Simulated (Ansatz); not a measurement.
GaP in the zincblende structure, relaxed with r2SCAN. The symmetry is F-43m (No. 216, cubic); a = 5.451 Å in the conventional setting, 20.24 Å³ an atom. Ga has 4 P at 2.36 Å; P has 4 Ga at 2.36 Å.

```cif
data_structure
_symmetry_space_group_name_H-M 'F-43m'
_symmetry_Int_Tables_number 216
_cell_length_a 5.4508
_cell_length_b 5.4508
_cell_length_c 5.4508
_cell_angle_alpha 90.000
_cell_angle_beta 90.000
_cell_angle_gamma 90.000
_cell_volume 161.95
loop_
_atom_site_label
_atom_site_type_symbol
_atom_site_symmetry_multiplicity
_atom_site_Wyckoff_symbol
_atom_site_fract_x
_atom_site_fract_y
_atom_site_fract_z
_atom_site_occupancy
Ga1 Ga 4 a 0.00000 0.00000 0.00000 1
P1 P 4 d 0.25000 0.25000 0.75000 1
```

The questions ask for values computed with Ansatz 0.2.0 on this geometry. Spin-unpolarised throughout.

Given (8×8×8 mesh): r2SCAN gives an indirect gap of 1.86 eV, from Γ to Γ–X (0.90 of the way from Γ); the least direct gap is 2.36 eV at Γ.

Question: How does the gap change from r2SCAN to HSE06 (6×6×6)?

Answer: The HSE06 gap is indirect, 2.26 eV (Γ to Γ–X (0.90 of the way from Γ)), below the direct gap of 2.80 eV at Γ. The gap differs by +0.40 eV from r2SCAN's.

Question: How does the gap change from r2SCAN to PBE0 (6×6×6)?

Answer: With PBE0 the valence top lies at Γ and the conduction bottom at Γ–X (0.90 of the way from Γ), 2.93 eV higher; the smallest vertical gap, at Γ, is 3.44 eV. The gap differs by +1.07 eV from r2SCAN's.

Question: Roughly how does the cost of the PBE0 run (6×6×6) compare with r2SCAN's (8×8×8)?

Answer: About 15 times as much (2.3 core-minutes against 9 core-seconds, on a shared machine).

Question: How do these values compare with experiment?

Answer:
Set against measured values:
- Gap, measured 2.34 eV (indirect): r2SCAN 1.86 (-0.48), HSE06 2.26 (-0.08), PBE0 2.93 (+0.59) eV. Source: 2.34 eV (fundamental indirect gap; 10 K; literature value quoted for comparison; method not stated, so exciton correction unknown; quoted in “Stacking defects in GaP nanowires: Electronic structure and optical properties”, 2018, arxiv:1810.01194).
Measured gaps include zero-point and thermal shifts, optical ones also the exciton binding, and spin-orbit coupling, which these levels lack. Reports marked as nanostructured, strained, doped, implanted or mixed samples, and transport gaps, were set aside.

Where an edge lies off the special points, it is a point of the mesh or the k point where a search put PBE's edge or least direct gap, reused for the other functionals, whose own edges may lie a little apart.

The meshes of the hybrids are coarse, so their gaps aren't converged to the digits shown.
